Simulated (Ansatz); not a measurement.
Au:

```
Au
1.0
     2.74841    0.00000    0.00000
     0.00000    2.74841    0.00000
     0.00000    0.00000    2.74841
Au
1
Cartesian
  1.3742 1.3742 1.3742
```

The cell was built by a generator and needn't be a form met in nature.

Base run:

| Quantity | Value |
| --- | --- |
| Program | Ansatz 0.2.0 |
| Functional | LDA |
| Potentials or basis | Ansatz PAW |
| Cutoff | 420 eV (not typed: the program's choice for these potentials) |
| k mesh | 10 × 10 × 10 |
| Occupations | fermi-dirac, width 0.05 eV |
| Spin | no spin polarisation |

Its results: band gap on the k mesh none (metal or under the smearing width); pressure -10.0 GPa.

After a change of settings the same cell gave: band gap on the k mesh none (metal or under the smearing width); pressure -3.3 GPa. Which change was it?
A. functional from LDA to revPBE
B. functional from LDA to r2SCAN; cutoff from 420 eV (not typed: the program's choice for these potentials) to 500 eV (not typed: the program's choice for these potentials)
C. functional from LDA to PBE
D. functional from LDA to BLYP

B.

Caveats: spin-orbit coupling is left out, which moves the levels of the heavy elements; the PAW data sets come from PBE, with cores solved anew for the run's functional, which leaves a small shift of forces and pressure.
